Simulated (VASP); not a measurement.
Input of a VASP 6.6.1 run:

Contents of INCAR:

```
  ALGO = Normal
  EDIFF = 1E-6
  EDIFFG = -0.005
  ENCUT = 600
  GGA = PE
  IBRION = 2
  ISIF = 3
  ISMEAR = 0
  KPAR = 2
  LASPH = T
  LCHARG = F
  LREAL = F
  LWAVE = F
  NELM = 120
  NSW = 80
  PREC = Accurate
  SIGMA = 0.02
```

The input KPOINTS:

```
k-points
0
Gamma
  12 12 12
```

File POSCAR:

```
MgO                                     
1.0
    0.0000000000      2.1225667856      2.1225667856
    2.1225667856     -0.0000000000      2.1225667856
    2.1225667856      2.1225667856     -0.0000000000
  Mg              O             
     1     1
Direct
     0.0000000000000000    0.0000000000000000    0.0000000000000000
     0.5000000000000000    0.5000000000000000    0.5000000000000000
```

Potentials or basis: VASP PAW PBE potentials, release 64 (Mg, O).

The run is started by

```console
$ cat potpaw_PBE.64/Mg/POTCAR potpaw_PBE.64/O/POTCAR > POTCAR
$ mpirun -np 2 vasp_std > vasp.out
```

Task: What does it give for the relaxed volume?

Result: 9.56 Å³/atom.

Task: Estimate the space group after relaxing (to 0.05 Å).

Result: Fm-3m (No. 225).

Final structure:
```cif
data_structure
_symmetry_space_group_name_H-M 'P 1'
_symmetry_Int_Tables_number 1
_cell_length_a 3.0010
_cell_length_b 3.0010
_cell_length_c 3.0010
_cell_angle_alpha 60.000
_cell_angle_beta 60.000
_cell_angle_gamma 60.000
_cell_volume 19.11
loop_
_atom_site_label
_atom_site_type_symbol
_atom_site_fract_x
_atom_site_fract_y
_atom_site_fract_z
_atom_site_occupancy
Mg1 Mg 0.00000 0.00000 0.00000 1
O1 O 0.50000 0.50000 0.50000 1
```
